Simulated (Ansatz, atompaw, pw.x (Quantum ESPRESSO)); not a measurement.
**pw.x on bcc Zr: one setting changed**

Potential: PAW, atompaw 4.2.0.5, PBEsol; core [Kr], reference 4d2 5s2 5p0; waves: 5s (bound): rc 3.00 bohr; 5s channel at 3.3 Ry: rc 3.00 bohr; 5p (bound, empty): rc 3.00 bohr; 5p channel at 2.95 Ry: rc 3.00 bohr; 4d (bound): rc 3.00 bohr; 4d channel at 0.55 Ry: rc 3.00 bohr; local part: bessel scheme, radius 2.08 bohr; core correction: smooth core density matched at 2.40 bohr; augmentation: sinc compensation charge, radius 2.45 bohr; PAW radius 3.00 bohr; waves and projectors: custom rrkj gramschmidtortho.

The reference run (k-mesh 13³, cutoffs 40/400 Ry, Fermi–Dirac 0.01 Ry, mixing_beta 0.4, conv_thr 1e-9, no spin) gives 0.02 GPa at 22.176 Å³/atom, where all-electron LAPW gives -0.86 GPa. This run, with its own iteration cap, changes ecutrho/ecutwfc to 16.

```
&control
  calculation='scf', prefix='x', pseudo_dir='./', outdir='./tmp', tstress=.true., disk_io='none'
/
&system
  ibrav=0, nat=1, ntyp=1, ecutwfc=40, ecutrho=640, nbnd=9,
  occupations='smearing', smearing='fd', degauss=0.01
/
&electrons
  conv_thr=1e-09, mixing_beta=0.4, electron_maxstep=60
/
ATOMIC_SPECIES
Zr 1.0 Zr.UPF
CELL_PARAMETERS angstrom
  -1.76986880 1.76986880 1.76986880
  1.76986880 -1.76986880 1.76986880
  1.76986880 1.76986880 -1.76986880
ATOMIC_POSITIONS crystal
Zr 0.0000 0.0000 0.0000
K_POINTS automatic
13 13 13 0 0 0
```

```bash
pw.x < Zr.scf.in > Zr.scf.out
```

Task: How does the run end?

Result: It converges in 10 iterations; the free energy moves by +0.0 meV/atom and the pressure by +0.00 GPa. The result is that of the reference run.

```
Message from routine setup:
     using ibrav=0 with symmetry is DISCOURAGED, use correct ibrav instead
     lattice parameter (alat)  =       5.7930  a.u.
     unit-cell volume          =     149.6511 (a.u.)^3
     number of electrons       =         4.00
     number of Kohn-Sham states=            9
     kinetic-energy cutoff     =      40.0000  Ry
     charge density cutoff     =     640.0000  Ry
     scf convergence threshold =      1.0E-09
     Exchange-correlation= SLA PW PSX PSC
     number of k points=    84  Fermi-Dirac smearing, width (Ry)=  0.0100
     iteration #  1     ecut=    40.00 Ry     beta= 0.40
     total energy              =    -227.00340146 Ry
     estimated scf accuracy    <       0.00942668 Ry
     iteration #  2     ecut=    40.00 Ry     beta= 0.40
     total energy              =    -227.00836421 Ry
     estimated scf accuracy    <       0.00330023 Ry
     iteration #  3     ecut=    40.00 Ry     beta= 0.40
     total energy              =    -227.00892392 Ry
     estimated scf accuracy    <       0.00018597 Ry
     [... 4 iterations left out ...]
     iteration #  8     ecut=    40.00 Ry     beta= 0.40
     total energy              =    -227.00906127 Ry
     estimated scf accuracy    <       0.00000010 Ry
     iteration #  9     ecut=    40.00 Ry     beta= 0.40
     total energy              =    -227.00906131 Ry
     estimated scf accuracy    <          2.0E-09 Ry
     iteration # 10     ecut=    40.00 Ry     beta= 0.40
     the Fermi energy is     8.1596 ev
!    total energy              =    -227.00906131 Ry
     estimated scf accuracy    <          9.9E-10 Ry
     smearing contrib. (-TS)   =      -0.00788844 Ry
     convergence has been achieved in  10 iterations
          total   stress  (Ry/bohr**3)                   (kbar)     P=        0.21
     Message from routine punch:
     Nothing written, as per user request (disk_io='none')
```

The run took about 24 s on one core of a shared host (Intel(R) Xeon(R) Platinum 8488C, 96 threads, 372 GiB, load 68).
